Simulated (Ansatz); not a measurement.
Runs of Ansatz 0.2.0 on ZrC. The structure is cubic, space group Fm-3m (No. 225). Conventional cell: a = 4.730 Å, b = 4.730 Å, c = 4.730 Å, α = 90.00°, β = 90.00°, γ = 90.00°. Zr (site symmetry m-3m) has 6 C at 2.37 Å as nearest neighbours. Around C (site symmetry m-3m) lie 6 Zr at 2.37 Å. 

```csv
task,level,potentials or basis,U,cell,cutoff (eV),basis error allowed,gap on the mesh (eV),pressure (GPa)
density of states,PBEsol+U,"all-electron LAPW, scalar-relativistic",Zr d U = 8 eV,as given,254,0.001 eV/atom,none,(b)
band structure,PBEsol,"all-electron LAPW, non-relativistic",-,as given,255,0.001 eV/atom,-,-7.2
relaxation of cell and atoms,PBEsol,"all-electron LAPW, scalar-relativistic",-,relaxed to 10 GPa,-,0.001 eV/atom,-,10.0
relaxation of cell and atoms,PBEsol,"all-electron LAPW, scalar-relativistic",-,relaxed,-,0.001 eV/atom,-,0.0
band structure,PBEsol,"all-electron LAPW, inner shells corrected to Dirac's equation",-,as given,254,0.001 eV/atom,-,-8.4
band structure,PBEsol,all-electron PAW datasets made for the crystal,-,as given,280,-,-,-8.4
relaxation of cell and atoms,PBEsol,"all-electron LAPW, scalar-relativistic",-,relaxed to 30 GPa,-,0.001 eV/atom,-,30.0
density of states,PBEsol+U,"all-electron LAPW, scalar-relativistic",Zr d U = 6 eV,as given,254,0.001 eV/atom,none,(a)
relaxation of cell and atoms,PBEsol,"all-electron LAPW, scalar-relativistic",-,relaxed to 5 GPa,-,0.001 eV/atom,-,5.0
density of states,PBEsol+U,"all-electron LAPW, scalar-relativistic",Zr d U = 2 eV,as given,254,0.001 eV/atom,none,-5.7
density of states,PBEsol+U,"all-electron LAPW, scalar-relativistic",Zr d U = 4 eV,as given,254,0.001 eV/atom,none,-2.6
band structure,PBEsol,"all-electron LAPW, scalar-relativistic",-,as given,254,0.001 eV/atom,-,-8.4
```

Alike in all rows: no spin polarisation; k mesh 10 × 10 × 10; smearing fermi-dirac 0.05 eV.

Q: Fill in the values left out.

A: (a) 1.1; (b) 5.6.

Caveats: U is the effective U less J, on atomic orbitals that reach past the spheres (some runs); U without spin polarisation on a metal has little footing (some runs); the U is typed as a test and isn't derived for this compound (some runs); relativity is left out, which matters for the heavier elements (some runs).

A k mesh can miss the band edges, and the runs leave out spin-orbit coupling on Zr.

A gap of «none» marks a metal or a gap under the smearing width.

The runs don't all hold the same shells in valence.
